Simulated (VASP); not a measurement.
Os:

```
Os
1.0
    -1.51829    1.51829    1.51829
     1.51829   -1.51829    1.51829
     1.51829    1.51829   -1.51829
Os
1
Cartesian
  0.0000 0.0000 0.0000
```

This isn't the form of Os at room conditions, which is hcp.

| Property | Result |
| --- | --- |
| Program | VASP 6.6.1 |
| Task | relaxation of cell and atoms |
| Functional | r2SCAN |
| Potentials or basis | VASP PAW PBE potentials, release 64 (Os) |
| Cutoff | 600 eV |
| k mesh | 20 × 20 × 20 |
| Occupations | gaussian, width 0.1 eV |
| Spin | no spin polarisation |

At the start: pressure 15.6 GPa; volume 14.00 Å³/atom.

**Question.** How do energy, volume and symmetry change on relaxing?

**Answer.** Over 15 steps the energy falls by 24.5 meV/atom and the volume is 14.53 Å³/atom (+3.8 %); space group Im-3m (No. 229, to 0.05 Å).

The path:
```tsv
step	energy change (eV)	largest force (eV/Å)	pressure (GPa)	volume (Å³)
1	0.0000	0.0000	15.57	14.00
2	0.3370	0.0000	-41.06	16.94
3	-0.0244	0.0000	-1.03	14.56
4	-0.0245	0.0000	-0.06	14.53
5	-0.0245	0.0000	0.23	14.52
6	-0.0245	0.0000	0.23	14.52
7	-0.0245	0.0000	0.17	14.52
8	-0.0245	0.0000	0.16	14.52
9	-0.0245	0.0000	0.16	14.52
10	-0.0245	0.0000	0.16	14.52
11	-0.0245	0.0000	0.16	14.52
12	-0.0245	0.0000	0.15	14.52
13	-0.0245	0.0000	0.11	14.52
14	-0.0245	0.0000	0.06	14.52
15	-0.0245	0.0000	-0.05	14.53
```

Final structure:
```cif
data_structure
_symmetry_space_group_name_H-M 'P 1'
_symmetry_Int_Tables_number 1
_cell_length_a 2.6623
_cell_length_b 2.6623
_cell_length_c 2.6623
_cell_angle_alpha 109.471
_cell_angle_beta 109.471
_cell_angle_gamma 109.471
_cell_volume 14.53
loop_
_atom_site_label
_atom_site_type_symbol
_atom_site_fract_x
_atom_site_fract_y
_atom_site_fract_z
_atom_site_occupancy
Os1 Os 0.00000 0.00000 0.00000 1
```

Caveat: the PAW data sets were made with another functional, which shifts forces and pressure a little.
